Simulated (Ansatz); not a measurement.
# Thickness series of a Pt/AlN/Re junction, part 2 of 6

Wanted: T(E), the conductance and its decay constant for Pt/AlN/Re. The lower electrode is Pt fcc(111), the upper one Re hcp(0001); the barrier is AlN rock salt(111) (Al and Al faces). In the first transport cell, after relaxation, the nearest pair of electrode and barrier is Pt–Al at 2.55 Å, at a slant, at the lower face and Re–Al at 2.73 Å, at a slant, at the upper one. All share a net of side 2.807 Å, which strains the lower electrode by +0.0 %, the upper one by +1.3 % and the barrier by -2.5 %, against typed lattice constants near PBE's. The first steps treat the bulk electrodes alone.

Ansatz 0.2.0; PBE DFT, plane waves, PAW files (the session's first sound run).

So far. Step 2 (Layer spacing of the electrode, 3 atoms, electrode Pt …): Little changed from the start: no atom moved by 0.005 Å and no cell edge by 0.1 %.

### Step 4. Relaxing the interfaces

System of this step: Pt/AlN/Re. The cell holds 17 atoms: 4 Pt, 5 Al, 4 N and 4 Re. Its edges and angles: a = 2.807 Å, b = 2.807 Å, c = 43.400 Å, α = 90.0°, β = 90.0°, γ = 120.0°. Vacuum lies along c.

Tunnelling depends exponentially on distance, so the interfaces are relaxed first. A short slab in vacuum serves: only the barrier and the layers next to it are taken over, and later cells can add or drop layers in the barrier's middle. The dipole correction removes the field that unlike faces would set up across the vacuum.

Contents of input.yaml:

```yaml
crystal:
  lattice:
    - [2.807, 0.0, 0.0]
    - [-1.4035, 2.4309333084, 0.0]
    - [0.0, 0.0, 43.4002591706]
  atoms:
    - { symbol: Pt, position: [0.0, 0.0, 0.1843306965] }
    - { symbol: Pt, position: [0.33333333, 0.66666667, 0.2371461146] }
    - { symbol: Pt, position: [0.66666667, 0.33333333, 0.2899615327] }
    - { symbol: Pt, position: [0.0, 0.0, 0.3427769509] }
    - { symbol: Al, position: [0.33333333, 0.66666667, 0.3902106851] }
    - { symbol: "N", position: [0.66666667, 0.33333333, 0.4177491426] }
    - { symbol: Al, position: [0.0, 0.0, 0.4452876] }
    - { symbol: "N", position: [0.33333333, 0.66666667, 0.4728260575] }
    - { symbol: Al, position: [0.66666667, 0.33333333, 0.5003645149] }
    - { symbol: "N", position: [0.0, 0.0, 0.5279029724] }
    - { symbol: Al, position: [0.33333333, 0.66666667, 0.5554414298] }
    - { symbol: "N", position: [0.66666667, 0.33333333, 0.5829798873] }
    - { symbol: Al, position: [0.0, 0.0, 0.6105183447] }
    - { symbol: Re, position: [0.33333333, 0.66666667, 0.6622792797] }
    - { symbol: Re, position: [0.66666667, 0.33333333, 0.7134092877] }
    - { symbol: Re, position: [0.33333333, 0.66666667, 0.7645392956] }
    - { symbol: Re, position: [0.66666667, 0.33333333, 0.8156693035] }
kpoints:
  mp_grid: { grid: [12, 12, 1] }
scf:
  occupations: { method: fermi_dirac, width: 0.1 }
  max_iter: 150
hamiltonian:
  xc: pbe
efield:
  axis: 3
  dipole_correction: true
relax:
  f_tol: 0.04
  max_steps: 60
output:
  forces: true
```

On the command line:

```bash
ansatz run input.yaml --threads 4 --pin off --max-ram 10240MiB --backend cpu --events-out ev --progress --plain --runs-dir out
```

Numbers of over 12 decimals in the logs are rounded to 6 here.

The program printed:

```text
[...]
Crystal: 17 atoms, lattice volume = 296.147 Å³
Basis set: ecut = 420 eV, 5857 PW (Γ), exchange–correlation on 40×40×600 points (8 copies of the dense FFT grid, shifted against one another)
Bands: 101, of which v1, the nominal top of the filled ones, is band 84 counted from 1 (83 counted from 0)
Symmetry: 6 space group operations
[...]
k-points: 19 of 144 (time reversal used)
[...]
SCF iter   1: F=—  HF=-97796.410480 eV  |F-HF|=—  |Δ(HF+E_count)|=         —  Δρ=1.98e-2  dr2=3.81e1  ethr=1.77e-3  p=-0.007 e·Å  D=-4.18e-3 V/Å  ΔV_dip=0.18 eV  dr2_dipole=3.75e1  V_vac-E_F(+/−)=5.07/4.89 eV  ⟨swp⟩=9.5  Hψ=9650  notcnv=0  defer=31
efield: sawtooth ramp at fractional position 0.9500 (placed from the atoms, in the widest stretch of the axis that holds none; the zero of the levels goes with the place), width 0.1000; the density the first Hamiltonian is built on has a dipole p = -0.007 e·Å; the dipole correction subtracts the counter field D = -4.18e-3 V/Å, which shifts the + side's vacuum level by +0.18 eV against the − side's; the planar-averaged density in the ramp window peaks in size at 1.1e-4 e/Å³
[...]
SCF iter   2: F=—  HF=-97796.093775 eV  |F-HF|=—  |Δ(HF+E_count)|=   3.17e-1  Δρ=5.33e-3  dr2=6.93e-1  ethr=1.77e-3  p=0.030 e·Å  D=1.82e-2 V/Å  ΔV_dip=-0.79 eV  dr2_dipole=4.06e-1  V_vac-E_F(+/−)=4.88/5.67 eV  ⟨swp⟩=2.5  Hψ=2419  notcnv=0  defer=70
[...]
SCF iter   9: F=-97796.068065 eV  HF=-97796.068079 eV  |F-HF|=1.43e-5  |Δ(HF+E_count)|=   1.51e-6  Δρ=3.20e-5  dr2=1.51e-5  ethr=2.40e-8  p=0.029 e·Å  D=1.76e-2 V/Å  ΔV_dip=-0.76 eV  dr2_dipole=3.49e-7  V_vac-E_F(+/−)=4.94/5.70 eV  ⟨swp⟩=4.6  Hψ=6178  notcnv=0
WARN: efield: at this solve's end the planar-averaged density reaches 1.02e-5 e/Å³ inside the ramp window [0.9270, 0.0730] (bound 1e-5 e/Å³), and -1.61e-6 e/Å³ on another of its planes; the window's nearer edge stands 4.83 Å from this solve's nearest atom along the axis. Its work functions, free energy, forces, stress, dipole, levels and responses can be off, and this figure does not tell by how much. A short vacuum, a low `basis.ecutwfc` or `basis.ecutrho_ratio` and negative occupations (`scf.occupations.method`) can put density there. See the manual's quickstart, § The vacuum guard
SCF 1 converged in 9 iterations: F = -97796.068065 eV  dr2 = 1.51e-5
[...]
relax step   1: F+E_penalty+E_count = -97796.06806518 eV  Δ(F+E_penalty+E_count) = +0.000e0 eV  max|allowed force component| = 1.563e0 eV/Å  Δτ_max = 0.0000 Å  (9 SCF iters, dr2 threshold 4.00e-5 eV, accepted)
[...]
SCF iter   1: F=—  HF=-97796.320203 eV  |F-HF|=—  |Δ(HF+E_count)|=         —  Δρ=1.38e-2  dr2=4.37e0  ethr=2.59e-3  p=0.029 e·Å  D=1.76e-2 V/Å  ΔV_dip=-0.76 eV  dr2_dipole=4.25e0  V_vac-E_F(+/−)=5.00/5.76 eV  ⟨swp⟩=1.1  Hψ=7528  notcnv=0  defer=44
efield: sawtooth ramp at fractional position 0.9500 (handed on by an earlier solve), width 0.1000; the density the first Hamiltonian is built on has a dipole p = 0.029 e·Å; the dipole correction subtracts the counter field D = 1.76e-2 V/Å, which shifts the + side's vacuum level by -0.76 eV against the − side's; the planar-averaged density in the ramp window peaks in size at 7.8e-6 e/Å³
[...]
SCF iter   2: F=—  HF=-97796.320388 eV  |F-HF|=—  |Δ(HF+E_count)|=   1.85e-4  Δρ=9.53e-3  dr2=1.23e0  ethr=2.59e-3  p=0.046 e·Å  D=2.79e-2 V/Å  ΔV_dip=-1.21 eV  dr2_dipole=2.19e-1  V_vac-E_F(+/−)=4.47/5.68 eV  ⟨swp⟩=2.9  Hψ=3285  notcnv=0  defer=51
[...]
SCF iter   7: F=-97796.138536 eV  HF=-97796.138558 eV  |F-HF|=2.23e-5  |Δ(HF+E_count)|=   3.27e-6  Δρ=5.55e-5  dr2=2.58e-5  ethr=5.99e-8  p=0.033 e·Å  D=2.04e-2 V/Å  ΔV_dip=-0.89 eV  dr2_dipole=1.31e-7  V_vac-E_F(+/−)=4.84/5.73 eV  ⟨swp⟩=3.1  Hψ=7477  notcnv=0
SCF 2 converged in 7 iterations: F = -97796.138536 eV  dr2 = 2.58e-5
relax step   2: F+E_penalty+E_count = -97796.13853572 eV  Δ(F+E_penalty+E_count) = -7.047e-2 eV  max|allowed force component| = 2.447e0 eV/Å  Δτ_max = 0.1945 Å  (7 SCF iters, dr2 threshold 1.00e-4 eV, accepted)
[...]
SCF iter   6: F=-97796.307603 eV  HF=-97796.307692 eV  |F-HF|=8.88e-5  |Δ(HF+E_count)|=   5.88e-5  Δρ=8.44e-5  dr2=8.84e-5  ethr=5.99e-8  p=0.034 e·Å  D=2.08e-2 V/Å  ΔV_dip=-0.90 eV  dr2_dipole=9.88e-6  V_vac-E_F(+/−)=4.83/5.73 eV  ⟨swp⟩=4.0  Hψ=8665  notcnv=0
SCF 3 converged in 6 iterations: F = -97796.307603 eV  dr2 = 8.84e-5
relax step   3: F+E_penalty+E_count = -97796.30760314 eV  Δ(F+E_penalty+E_count) = -1.691e-1 eV  max|allowed force component| = 3.399e-1 eV/Å  Δτ_max = 0.1315 Å  (6 SCF iters, dr2 threshold 1.00e-4 eV, accepted)
[...]
relax step   4: F+E_penalty+E_count = -97796.31715161 eV  Δ(F+E_penalty+E_count) = -9.548e-3 eV  max|allowed force component| = 2.630e-1 eV/Å  Δτ_max = 0.0321 Å  (7 SCF iters, dr2 threshold 7.22e-6 eV, accepted)
[...]
relax step   5: F+E_penalty+E_count = -97796.32018561 eV  Δ(F+E_penalty+E_count) = -3.034e-3 eV  max|allowed force component| = 6.326e-2 eV/Å  Δτ_max = 0.0144 Å  (7 SCF iters, dr2 threshold 4.32e-6 eV, accepted)
SCF iter   1: F=—  HF=-97796.321261 eV  |F-HF|=—  |Δ(HF+E_count)|=         —  Δρ=6.46e-4  dr2=7.17e-3  ethr=2.39e-5  p=0.033 e·Å  D=2.02e-2 V/Å  ΔV_dip=-0.88 eV  dr2_dipole=1.97e-4  V_vac-E_F(+/−)=4.85/5.72 eV  ⟨swp⟩=2.2  Hψ=3557  notcnv=0  defer=86
[...]
SCF iter   8: F=-97796.320803 eV  HF=-97796.320803 eV  |F-HF|=1.15e-8  |Δ(HF+E_count)|=   2.97e-9  Δρ=1.34e-6  dr2=2.52e-8  ethr=5.99e-11  p=0.033 e·Å  D=2.03e-2 V/Å  ΔV_dip=-0.88 eV  dr2_dipole=2.25e-11  V_vac-E_F(+/−)=4.84/5.72 eV  ⟨swp⟩=5.0  Hψ=6525  notcnv=0
SCF 6 converged in 8 iterations: F = -97796.320803 eV  dr2 = 2.52e-8
relax step   6: F+E_penalty+E_count = -97796.32080290 eV  Δ(F+E_penalty+E_count) = -6.173e-4 eV  max|allowed force component| = 1.156e-2 eV/Å  Δτ_max = 0.0087 Å  (8 SCF iters, accepted)
SCF converged after 8 iterations
Free energy (F): -97796.320803 eV
[...]
Internal energy: -97796.004931 eV  (E = F + TS)
E sigma→0 (E₀):  -97796.162867 eV
Entropy (-TS):   -0.315872 eV (-18.581 meV/atom)
Fermi energy:    11.078236 eV
Dipole field:    D = 0.020268 V/Å  (p = 0.033172 e·Å, saw-weighted, corrected)
Work function:   Φ+ = 4.8439 eV   Φ− = 5.7236 eV
Levels:          The Fermi level and band energies are counted from a zero that moves with the ramp; work functions are not
[...]
--- Forces (eV/Å), atoms counted from 1 ---
  atom   1  Pt     0.00000000     0.00000000     0.00044203
  atom   2  Pt     0.00000000     0.00000000     0.00000762
  atom   3  Pt     0.00000000    -0.00000000    -0.00076180
  atom   4  Pt    -0.00000000    -0.00000000    -0.00539361
  atom   5  Al     0.00000000    -0.00000000    -0.00392459
  atom   6  N      0.00000000    -0.00000000    -0.00642803
  atom   7  Al     0.00000000    -0.00000000     0.00790662
  atom   8  N     -0.00000000    -0.00000000     0.00278504
  atom   9  Al     0.00000000    -0.00000000     0.00911766
  atom  10  N      0.00000000    -0.00000000    -0.00632672
  atom  11  Al     0.00000000    -0.00000000     0.01155365
  atom  12  N      0.00000000     0.00000000    -0.00309101
  atom  13  Al    -0.00000000     0.00000000    -0.00346167
  atom  14  Re     0.00000000     0.00000000    -0.00752626
  atom  15  Re     0.00000000    -0.00000000     0.00137159
  atom  16  Re     0.00000000     0.00000000     0.00074359
  atom  17  Re     0.00000000    -0.00000000     0.00292351
  max |Σ_I F_I| component: 6.24e-5 eV/Å
--- Relaxed structure (6 steps of the walk, 6 accepted, 0 SCFs on fresh bases) ---
  F+E_penalty+E_count = -97796.32080290 eV   max|allowed force component| = 1.156e-2 eV/Å
  atoms:
    - { symbol: Pt, position: [0, 0, 0.184400] }
    - { symbol: Pt, position: [0.333333, 0.666667, 0.237741] }
    - { symbol: Pt, position: [0.666667, 0.333333, 0.291035] }
    - { symbol: Pt, position: [4.47324810549757e-18, 0, 0.346686] }
    - { symbol: Al, position: [0.333333, 0.666667, 0.391908] }
    - { symbol: N, position: [0.666667, 0.333333, 0.418870] }
    - { symbol: Al, position: [1.521714733739397e-18, 0, 0.446617] }
    - { symbol: N, position: [0.333333, 0.666667, 0.473154] }
    - { symbol: Al, position: [0.666667, 0.333333, 0.501002] }
    - { symbol: N, position: [-4.485351148625731e-19, 0, 0.527511] }
    - { symbol: Al, position: [0.333333, 0.666667, 0.555396] }
    - { symbol: N, position: [0.666667, 0.333333, 0.581832] }
    - { symbol: Al, position: [-2.9288308150845923e-19, 0, 0.610262] }
    - { symbol: Re, position: [0.333333, 0.666667, 0.661001] }
    - { symbol: Re, position: [0.666667, 0.333333, 0.710425] }
    - { symbol: Re, position: [0.333333, 0.666667, 0.763757] }
    - { symbol: Re, position: [0.666667, 0.333333, 0.811795] }
```

The job ended after 84 s (4 threads of Arm Neoverse V1, shared host; peak memory 1.2 GiB; 5.5 min of CPU time).

This run has no spin polarisation although its electron count is odd.

Relaxation path:

```csv
step,energy less that of the first step (eV),largest force component (eV/Å)
1,0.0000,1.5626
2,-0.0705,2.4466
3,-0.2395,0.3399
4,-0.2491,0.2630
5,-0.2521,0.0633
6,-0.2527,0.0116
```

The run keeps the 6 symmetry operations that it works with, so distortions that break them were not tested.

The atoms that moved most (Å):

```
atom     dx     dy      dz  length
 Pt4  0.000  0.000   0.170   0.170
Re17  0.000  0.000  -0.168   0.168
Re15  0.000  0.000  -0.130   0.130
 Al5  0.000  0.000   0.074   0.074
 Al7  0.000  0.000   0.058   0.058
Re14  0.000  0.000  -0.055   0.055
 N12  0.000  0.000  -0.050   0.050
  N6  0.000  0.000   0.049   0.049
```

This step gave:

```
free energy  : -97796.3208 eV
Fermi energy : 11.08 eV
```

The largest force component on a free atom ends at 0.012 eV/Å. At one or more of this run's solves the program warned of density in the dipole ramp over its bound, where dipole, forces and levels can be off.

(Part 2 of 6 ends here.)

[Logs are printed without paths, hosts, clocks, repeated set-up lines and the standing remarks that a program may print on its own settings, such as how far it seeks lower states.]

[Hosts, paths, dates, database ids (printed as entryN), source tags and the programs' standing remarks are cut or masked in the printed files.]
